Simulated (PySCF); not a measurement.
## Core binding energy against partial charge

Methylenecyclopropane, C4H6.
Structure used (PBE0-D3(BJ)/def2-SVP), in Å, numbered top down from 1:
```
atom  x, y, z in Å
C1     1.6098   -0.4881   -0.0330
C2     0.3439   -0.1041   -0.0071
C3    -1.0713   -0.4721   -0.0250
C4    -0.6276    0.9867    0.0599
H5     2.4236    0.2418    0.0049
H6     1.8793   -1.5466   -0.0933
H7    -1.5109   -0.9295    0.8685
H8    -1.5124   -0.8204   -0.9658
H9    -0.7729    1.6213   -0.8217
H10   -0.7654    1.5107    1.0124
```

Binding energies: delta-SCF UKS SCAN, pcX-2 on the ionised atom, pcseg-1 elsewhere, spin-free X2C (PySCF 2.14.0). Charges: PBE0/pcSseg-1 ground-state density, for the ionised atom.

```csv
atom,environment,C 1s (eV),Mulliken (e),IAO (e),Hirshfeld (e),ESP (e)
C1,terminal =CH2 carbon,290.17,-0.141,-0.330,-0.112,-0.589
C2,fully substituted alkene carbon,290.61,-0.257,+0.012,-0.007,+0.262
C3,allylic carbon,290.79,-0.214,-0.298,-0.089,-0.347
```

Q: Give the correlation coefficient and slope of binding energy on charge for each scheme.

A: ESP: r = 0.48, slope 0.4 eV per e; Hirshfeld: r = 0.43, slope 2.5 eV per e; IAO: r = 0.31, slope 0.5 eV per e; Mulliken: r = -0.78, slope -4.3 eV per e. On 3 points no scheme stands out.

Q: The point-charge model writes a binding energy as kq + V + constant, with V the potential of the other atoms' charges at the site. What does it give with the Mulliken charges?

A: V = Σ 14.40 eV Å × q/r over all other atoms: +0.65 eV at C1, -0.29 eV at C2, +1.43 eV at C3. Fitting binding energy − V to q gives k = -10.3 eV per e and leaves an rms residual of 0.48 eV, against 0.16 eV for the fit on q alone. The model has no term for differences in relaxation between sites.

Geometry: PBE0-D3(BJ)/def2-SVP; no solvent, vibrations or thermal averaging.
